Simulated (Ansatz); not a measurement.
PbS: modes against the lattice constant

Computed with DFT PBEsol, scalar-relativistic, plane waves, PAW (Ansatz 0.2.0). Settings: 420 eV plane-wave cutoff, Γ-centred 12×12×12 mesh, Fermi-Dirac smearing of 0.15 eV. No spin polarisation. Phonons by linear response, acoustic sum rule imposed.

The cell is fixed (symmetry leaves no force on the atoms) and stands under 3.5 GPa:
```cif
data_structure
_symmetry_space_group_name_H-M 'Pm-3m'
_symmetry_Int_Tables_number 221
_cell_length_a 3.5191
_cell_length_b 3.5191
_cell_length_c 3.5191
_cell_angle_alpha 90.000
_cell_angle_beta 90.000
_cell_angle_gamma 90.000
_cell_volume 43.58
loop_
_atom_site_label
_atom_site_type_symbol
_atom_site_symmetry_multiplicity
_atom_site_Wyckoff_symbol
_atom_site_fract_x
_atom_site_fract_y
_atom_site_fract_z
_atom_site_occupancy
Pb1 Pb 1 a 0.00000 0.00000 0.00000 1
S1 S 1 b 0.50000 0.50000 0.50000 1
```

Its imaginary modes show that this cell, the ideal cubic caesium chloride prototype, isn't a minimum of the energy. In a metal, frequencies and elastic constants depend on the k mesh and the smearing, soft modes and shear constants most. Spin–orbit coupling is left out, which matters for heavy elements. A semilocal functional can close a gap that the real compound has.

Problem. How do the optical zone-centre modes (counted from the lowest optical one, degenerate ones once; i marks imaginary ones) of this metal change over a = 3.519 and 3.587 Å?

Solution.
```tsv
a (Å)	3.519	3.587
pressure (GPa)	3.5	-0.5
mode 1 (cm⁻¹)	39i	84i
```

Cost: 2 runs of about 0.91 core-minutes in all, on Arm Neoverse V2 (shared hosts).